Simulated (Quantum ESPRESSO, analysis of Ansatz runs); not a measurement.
# MgF2 (P4_2/mnm), nudged elastic band: V_F hop (2.6 Å) (q = +1) (Quantum ESPRESSO), part 3 of 3

Wanted: path and barrier of a jump of F in MgF2 (P4_2/mnm) at charge +1. The case: V_F hop (2.6 Å), in a cell of 72 host atoms with 1 F taken out.

Quantum ESPRESSO 7.5; Quantum ESPRESSO plane-wave DFT, PBEsol, GBRV 1.5 PBEsol potentials; nudged elastic band between two relaxed defect structures at fixed charge in a uniform background.

So far: Starting point; Relaxation of the start point, charge +1; Relaxation of the end point, charge +1.

## (4) Nudged elastic band, charge +1

3 movable images are laid between the ends by interpolation. Each image feels the true force across the path and a spring force along it. The highest image is set to climb to the top of the path.

This step: Quantum ESPRESSO plane-wave DFT, PBEsol, GBRV 1.5 PBEsol potentials; nudged elastic band between two relaxed defect structures at fixed charge in a uniform background.

Input file neb.in:

```
BEGIN
BEGIN_PATH_INPUT
&PATH
  restart_mode = 'from_scratch'
  string_method = 'neb'
  nstep_path = 45
  ds = 1.5
  opt_scheme = 'broyden'
  num_of_images = 5
  k_max = 0.3
  k_min = 0.2
  CI_scheme = 'auto'
  path_thr = 0.06
/
END_PATH_INPUT
BEGIN_ENGINE_INPUT
&CONTROL
  prefix = 'pwscf'
  outdir = './tmp'
  pseudo_dir = './pseudo'
  disk_io = 'low'
/
&SYSTEM
  ibrav = 0
  nat = 71
  ntyp = 2
  ecutwfc = 36
  ecutrho = 288
  nbnd = 288
  occupations = 'fixed'
  tot_charge = 1
  nosym = .true.
/
&ELECTRONS
  conv_thr = 7d-08
  electron_maxstep = 100
  mixing_beta = 0.5
/
ATOMIC_SPECIES
Mg    24.3050 mg_pbesol_v1.4.uspp.F.UPF
F     18.9984 f_pbesol_v1.4.uspp.F.UPF
CELL_PARAMETERS angstrom
   9.1949209707    0.0000000000    0.0000000000
   0.0000000000    9.1949209707    0.0000000000
   0.0000000000    0.0000000000    9.1306547926
BEGIN_POSITIONS
FIRST_IMAGE
ATOMIC_POSITIONS crystal
Mg     0.2484649856    0.2504426445    0.1664681654
Mg     0.0043266814   -0.0047691634   -0.0000265054
F      0.3476376814    0.3496699864    0.0000153163
F      0.3999299943    0.0984214683    0.1683710789
F      0.1520856056    0.1500131861   -0.0000555840
F      0.0987498478    0.4029954468    0.1674651703
Mg     0.2483719219    0.2492569062    0.4999798345
Mg    -0.0055672932    0.0051628747    0.3318079746
F      0.3484759932    0.3556530957    0.3367772202
F      0.3994706091    0.0975705122    0.5000526504
F      0.1508684018    0.1529442390    0.3329588150
F      0.0959660710    0.3993740209    0.4999424833
Mg     0.2484670375    0.2505116665    0.8335273657
Mg    -0.0056275911    0.0052076210    0.6682058823
F      0.3483084034    0.3558629199    0.6631526349
F      0.3999562861    0.0984787975    0.8315611506
F      0.1508319478    0.1529945549    0.6669849588
F      0.0987449865    0.4030090139    0.8325217051
Mg     0.2516706420    0.7481323754    0.1675882638
Mg    -0.0005325731    0.5009514635    0.0000023523
F      0.3492793447    0.8461961224    0.0000475061
F      0.4037210664    0.5958531925    0.1702144217
F      0.1534449983    0.6506882117    0.0000116995
F      0.1003554540    0.8994485124    0.1717482438
Mg     0.2318610215    0.7680386508    0.5000372604
Mg    -0.0003725012    0.4993145072    0.3335439411
F      0.3531277654    0.8399441329    0.3404744814
F      0.1596892753    0.6467127493    0.3404435084
F      0.0886778901    0.9111427084    0.5000314895
Mg     0.2515928289    0.7482001597    0.8324647292
Mg    -0.0003562944    0.4993146922    0.6664057494
F      0.3532361768    0.8397452523    0.6596544707
F      0.4035713941    0.5958565176    0.8299190100
F      0.1597082348    0.6468161808    0.6596413002
F      0.1003230410    0.8994764375    0.8282159350
Mg     0.7537497697    0.2460665209    0.1638986449
Mg     0.4988702174    0.0003465589    0.0000356525
F      0.8529737040    0.3461654548    0.0000046683
F      0.9027929019    0.0970567876    0.1641376802
F      0.6538228657    0.1466240924   -0.0000099076
F      0.6033545023    0.3962260861    0.1551816172
Mg     0.7467666354    0.2530670897    0.4999951488
Mg     0.5004838824    0.0000784232    0.3335918406
F      0.8422617750    0.3525288156    0.3331285640
F      0.8966154728    0.1030774686    0.4999251984
F      0.6472929608    0.1573602250    0.3330419736
F      0.5882542650    0.4113307280    0.5002084928
Mg     0.7536968184    0.2460434270    0.8361456655
Mg     0.5005798725    0.0000136899    0.6664202398
F      0.8423422915    0.3524679613    0.6670123171
F      0.9027393551    0.0970164789    0.8359176192
F      0.6475149695    0.1572511718    0.6669801510
F      0.6031603679    0.3961287643    0.8449109644
Mg     0.7490040775    0.7509778451    0.1664704049
Mg     0.4976404404    0.5018228099    0.0000496934
F      0.8495610302    0.8474627818    0.0000577957
F      0.9011565656    0.5997428740    0.1683842489
F      0.6498350262    0.6518065889    0.0000271579
F      0.5966776135    0.9008650983    0.1675046068
Mg     0.7503814776    0.7512667408    0.5000275582
Mg     0.5136566280    0.4858373902    0.3172172947
F      0.8466956644    0.8486374899    0.3329948793
F      0.9021252047    0.6001699241    0.4999757296
F      0.6438547001    0.6510598516    0.3369013562
F      0.6004020445    0.9036512200    0.4999529392
Mg     0.7490440334    0.7510163547    0.8335875171
Mg     0.5134957756    0.4860029184    0.6830139348
F      0.8466397986    0.8487562925    0.6670083090
F      0.9011901395    0.5998258077    0.8316552550
F      0.6437907065    0.6511113572    0.6632131163
F      0.5967431533    0.9008868634    0.8325796726
INTERMEDIATE_IMAGE
ATOMIC_POSITIONS crystal
Mg     0.2487658054    0.2501328348    0.1664791665
Mg     0.0019159759   -0.0023317172   -0.0000210806
[... 69 atom lines left out ...]
INTERMEDIATE_IMAGE
ATOMIC_POSITIONS crystal
Mg     0.2490666252    0.2498230251    0.1664901676
Mg    -0.0004947296    0.0001057290   -0.0000156558
[... 69 atom lines left out ...]
INTERMEDIATE_IMAGE
ATOMIC_POSITIONS crystal
Mg     0.2493674449    0.2495132154    0.1665011687
Mg    -0.0029054352    0.0025431752   -0.0000102309
[... 69 atom lines left out ...]
LAST_IMAGE
ATOMIC_POSITIONS crystal
Mg     0.2496682647    0.2492034056    0.1665121698
Mg    -0.0053161407    0.0049806214   -0.0000048061
[... 4 atom lines left out ...]
Mg     0.2480348661    0.2492351930    0.5000054441
[... 1 atom line left out ...]
F      0.3551087434    0.3489971060    0.3369003560
[... 5 atom lines left out ...]
F      0.3550658390    0.3489658227    0.6630872951
[... 6 atom lines left out ...]
F      0.3957951951    0.6038376590    0.1554162093
[... 10 atom lines left out ...]
F      0.3957636886    0.6038204639    0.8446282267
[... 8 atom lines left out ...]
Mg     0.7670780190    0.2326883166    0.4999849660
[... 4 atom lines left out ...]
F      0.4111254772    0.5885528235    0.5000265340
[... 12 atom lines left out ...]
Mg     0.7503971977    0.7515797755    0.4999766451
Mg     0.4858074312    0.5138114547    0.3171670311
[... 2 atom lines left out ...]
F      0.6506614056    0.6445120958    0.3368773332
[... 2 atom lines left out ...]
Mg     0.4858124551    0.5138013287    0.6828365525
[... 2 atom lines left out ...]
F      0.6506289124    0.6445447972    0.6631138780
F      0.5992968101    0.9022885541    0.8317099862
END_POSITIONS
K_POINTS gamma
END_ENGINE_INPUT
END
```

Started as:

```bash
$ OMP_NUM_THREADS=1 mpirun -n 4 neb.x -ni 2 -inp neb.in > neb.out
```

Output:

```text
[shortened: banners, details of potentials and solvers, and blank lines are left out]
[banner, memory and clock lines left out]
     path-images division:  nimage    =       2
     initial path length           =  4.6734 bohr
     initial inter-image distance  =  1.1684 bohr
     string_method                 =    neb
     restart_mode                  =    from_scratch
     opt_scheme                    =    broyden
     num_of_images                 =    5
     nstep_path                    =    45
     CI_scheme                     =    auto
     first_last_opt                =    F
     use_freezing                  =    F
     ds                            =    1.5000 a.u.
     k_max                         =    0.3000 a.u.
     k_min                         =    0.2000 a.u.
     path_thr                      =    0.0600 eV / A
     ------------------------------ iteration   1 ------------------------------
     activation energy (->) =   1.283105 eV
     activation energy (<-) =   1.282353 eV
     image        energy (eV)        error (eV/A)        frozen
         1     -72031.1221904            0.028383            T
         2     -72030.4531336            1.801593            F
         3     -72029.8390850            3.381507            F
         4     -72030.4507293            1.805507            F
         5     -72031.1214381            0.028465            T
     climbing image =  3
     path length          =  4.673 bohr
     inter-image distance =  1.168 bohr
     ------------------------------ iteration   2 ------------------------------
     activation energy (->) =   0.923815 eV
     activation energy (<-) =   0.923063 eV
     image        energy (eV)        error (eV/A)        frozen
         1     -72031.1221904            0.028383            T
         2     -72030.5634109            0.628518            F
         3     -72030.1983753            0.509615            F
         4     -72030.5596933            0.629248            F
         5     -72031.1214381            0.028465            T
     climbing image =  3
     path length          =  4.700 bohr
[...]
------------------------------ iteration   3 ------------------------------
     activation energy (->) =   0.829063 eV
     activation energy (<-) =   0.828310 eV
     image        energy (eV)        error (eV/A)        frozen
         1     -72031.1221904            0.028383            T
         2     -72030.6060859            0.307044            F
         3     -72030.2931279            0.384441            F
         4     -72030.6019068            0.308919            F
         5     -72031.1214381            0.028465            T
     climbing image =  3
     path length          =  4.731 bohr
[...]
------------------------------ iteration   4 ------------------------------
     activation energy (->) =   0.765732 eV
     activation energy (<-) =   0.764980 eV
     image        energy (eV)        error (eV/A)        frozen
         1     -72031.1221904            0.028383            T
         2     -72030.6428479            0.185905            F
         3     -72030.3564586            0.220856            F
         4     -72030.6382264            0.186973            F
         5     -72031.1214381            0.028465            T
     climbing image =  3
     path length          =  4.786 bohr
[...]
------------------------------ iteration   5 ------------------------------
     activation energy (->) =   0.744327 eV
     activation energy (<-) =   0.743575 eV
     image        energy (eV)        error (eV/A)        frozen
         1     -72031.1221904            0.028383            T
         2     -72030.6624070            0.111227            F
         3     -72030.3778635            0.129501            F
         4     -72030.6574629            0.111458            F
         5     -72031.1214381            0.028465            T
     climbing image =  3
     path length          =  4.827 bohr
[...]
------------------------------ iteration   6 ------------------------------
     activation energy (->) =   0.732588 eV
     activation energy (<-) =   0.731836 eV
     image        energy (eV)        error (eV/A)        frozen
         1     -72031.1221904            0.028383            T
         2     -72030.6761236            0.056501            F
         3     -72030.3896019            0.066042            F
         4     -72030.6708876            0.056477            F
         5     -72031.1214381            0.028465            T
     climbing image =  3
     path length          =  4.865 bohr
[...]
------------------------------ iteration   7 ------------------------------
     activation energy (->) =   0.726742 eV
     activation energy (<-) =   0.725990 eV
     image        energy (eV)        error (eV/A)        frozen
         1     -72031.1221904            0.028383            T
         2     -72030.6833571            0.044579            F
         3     -72030.3954481            0.043678            F
         4     -72030.6779335            0.046017            F
         5     -72031.1214381            0.028465            T
     climbing image =  3
     path length          =  4.891 bohr
     inter-image distance =  1.223 bohr
     neb: convergence achieved in   7 iterations
```

It took 17 min on 4 MPI ranks of Arm Neoverse V2, shared host; peak memory 2.3 GiB.

Images along the path:

| image | path (Å) | energy (eV) | F47: x, y, z (Å) |
| --- | --- | --- | --- |
| 0 | 0.000 | 0.0000 | 5.409, 3.782, 4.567 |
| 1 | 0.711 | 0.4388 | 4.990, 4.201, 4.566 |
| 2 | 1.296 | 0.7267 | 4.594, 4.597, 4.566 |
| 3 | 1.880 | 0.4443 | 4.199, 4.993, 4.565 |
| 4 | 2.588 | 0.0008 | 3.780, 5.412, 4.566 |

This step gave:

| Quantity | Value |
| --- | --- |
| barrier forward | 0.7267 eV |
| barrier backward | 0.7260 eV |
| end less start | 7.52e-4 eV |
| hop length | 2.304 Å |

The band met its tolerance of 0.06 eV/Å after 7 iterations, with image 2 on top (the start counts as 0). F47, which moves farthest between the ends, has 3 Mg at 1.93 to 2.06 Å nearest at the start and 2 Mg at 1.79 Å at the top.

## (5) Outcome

```
barrier forward                         : 0.73 eV
barrier backward                        : 0.73 eV
end less start                          : 0.00 eV
hop length                              : 2.30 Å
band iterations, as the log counts them : 7
```

**Reading.** The top of the band lies 0.73 eV above the start and 0.73 eV above the end, which are alike in energy and neighbours. With an assumed prefactor of 1e13 per second it gives one hop a second along this one path at about 280 K; whether such hops link up through the crystal wasn't checked. At the top F47 stands 1.79 Å from its nearest Mg, 0.15 Å closer than at the start. The order of the top as a saddle was not checked for all atoms, so a bent path could be lower. No image-charge correction is applied; it largely cancels along a path if the charge stays localised alike. Keep in mind: sampling at the zone centre alone can move energies of charged and open-shell states by tenths of an eV or more in cells of this size. The cutoff of 36 Ry is under the 40 Ry advised for these potentials.

[Logs are printed without paths, hosts, clocks, repeated set-up lines and the standing remarks that a program may print on its own settings, such as how far it seeks lower states.]

[Hosts, paths, dates, database ids (printed as entryN), source tags and the programs' standing remarks are cut or masked in the printed files.]
